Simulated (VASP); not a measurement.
Crystal: Yb.

```
Yb
1.0
     0.00000    2.74310    2.74310
     2.74310    0.00000    2.74310
     2.74310    2.74310    0.00000
Yb
1
Direct
  0.00000 0.00000 0.00000
```

Base run:

| Property | Result |
| --- | --- |
| Program | VASP 6.6.1 |
| Functional | RPBE |
| Potentials or basis | VASP PAW PBE potentials, release 64 (Yb) |
| Cutoff | 520 eV |
| k mesh | 8 × 8 × 8 |
| Occupations | gaussian, width 0.02 eV |
| Spin | collinear spin, ferromagnetic start |
| Starting moments | [1.0] μB |

Its results: band gap on the k mesh none (metal or under the smearing width); pressure -1.7 GPa; net moment 0.02 μB per cell.

Task: The run is repeated on the same cell with these changes: functional from RPBE to LDA; further incar settings from ALGO = Normal; EDIFF = 1e-06; NBANDS = 22 to ALGO = Normal; EDIFF = 1e-07. What comes out?

Result: Band gap on the k mesh none (metal or under the smearing width); pressure -5.2 GPa; net moment 0.00 μB per cell.

Caveats: the PAW data sets were made with another functional, which shifts forces and pressure a little; spin-orbit coupling is left out, which moves the levels of the heavy elements.

Not every run made on this cell is shown here.
